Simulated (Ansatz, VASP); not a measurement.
# Na in VASP and in Ansatz

File INCAR:

```
ALGO = Normal ; EDIFF = 1E-7
EDIFFG = -0.005 ; ENCUT = 600
GGA = PE ; IBRION = 2
ISIF = 4 ; ISMEAR = -1
LASPH = True ; LCHARG = False
LREAL = False ; LWAVE = False
NELM = 60 ; NSW = 50
PREC = Accurate ; SIGMA = 0.08
```

KPOINTS

```
k-points
0
Gamma
  13 13 12
```

Contents of POSCAR:

```
Na
1.0
    2.7699447574      0.0000000000      0.0000000000
   -1.3849723787      2.3988425270      0.0000000000
    0.0000000000      0.0000000000      2.6037480719
Na
1
Direct
    0.0000000000      0.0000000000      0.0000000000
```

Input for Ansatz:

```yaml
crystal:
  lattice:
    - [2.7699447574, 0.0, 0.0]
    - [-1.3849723787, 2.398842527, 0.0]
    - [0.0, 0.0, 2.6037480719]
  atoms:
    - { symbol: Na, position: [0.0, 0.0, 0.0] }
kpoints:
  mp_grid: { grid: [13, 13, 12] }
scf:
  occupations: { method: fermi_dirac, width: 0.08 }
hamiltonian:
  xc: pbe
  pseudopotentials: { kind: paw }
output:
  forces: true
  stress: true
relax:
  f_tol: 0.005
  max_steps: 30
  cell: { stress_tol: 0.64, fix: [volume] }
```

Alike in both runs: task relaxation of shape and atoms at fixed volume; functional PBE; k mesh 13 × 13 × 12; occupations fermi-dirac, width 0.08 eV; no spin polarisation.

```csv
,VASP,Ansatz
version,VASP 6.6.1,Ansatz 0.2.0
potentials or method,"VASP PAW PBE potentials, release 64 (Na_pv)","PAW with Ansatz's default frozen-core files, scalar-relativistic"
plane-wave cutoff (eV),600,420
valence electrons in the cell,7,9
```

VASP gave:

- relaxed volume (Å³/atom): 17.30
- relaxed cell length with the largest relative difference (Å): 2.585

Problem. Which values does Ansatz return?

Solution. Relaxed volume (Å³/atom): 17.30; relaxed cell length with the largest relative difference (Å): 2.597.

The two sets of potentials don't hold the same shells in valence.
